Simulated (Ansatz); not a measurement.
**Zn under changes of volume**

One of the cells (15.169 Å³/atom); the others are scaled copies at fixed shape and fractional positions:

```xyz
1
Lattice="0.0000 1.9648 1.9648 1.9648 0.0000 1.9648 1.9648 1.9648 0.0000" Properties=species:S:1:pos:R:3 pbc="T T T"
Zn    0.0000    0.0000    0.0000
```

This isn't the form of Zn at room conditions, which is hcp.

* Program: Ansatz 0.2.0
* Functional: r2SCAN
* Potentials or basis: Ansatz PAW
* Cutoff: 500 eV (not typed: the program's choice for these potentials)
* k mesh: 12 × 12 × 12
* Occupations: fermi-dirac, width 0.05 eV
* Spin: no spin polarisation

```tsv
volume (Å³/atom)	energy over the lowest point (meV/atom)	pressure (GPa)
14.259	0.00	-0.1
14.563	?	?
14.866	6.87	-3.3
15.169	14.43	-4.6
15.473	24.30	-5.7
15.776	36.18	-6.7
16.080	49.81	-7.6
```

Problem. What does the run at 14.563 Å³/atom give?

Solution. Energy over the lowest point 1.95 meV/atom; pressure -1.8 GPa.

Worked out: A Birch-Murnaghan fit of order 3 (a polynomial in V^(-2/3)) to the other rows has its minimum at 14.23 Å³/atom, just outside them, with B0 = V·E''(V) = 86 GPa and B' = 5.3. It gives 1.93 meV/atom at 14.563 Å³/atom, against the run's 1.95, and -dE/dV = -1.9 GPa, against -1.8.

Energies are extrapolated to zero smearing.

Caveats: the PAW data sets come from PBE, with cores solved anew for the run's functional, which leaves a small shift of forces and pressure.
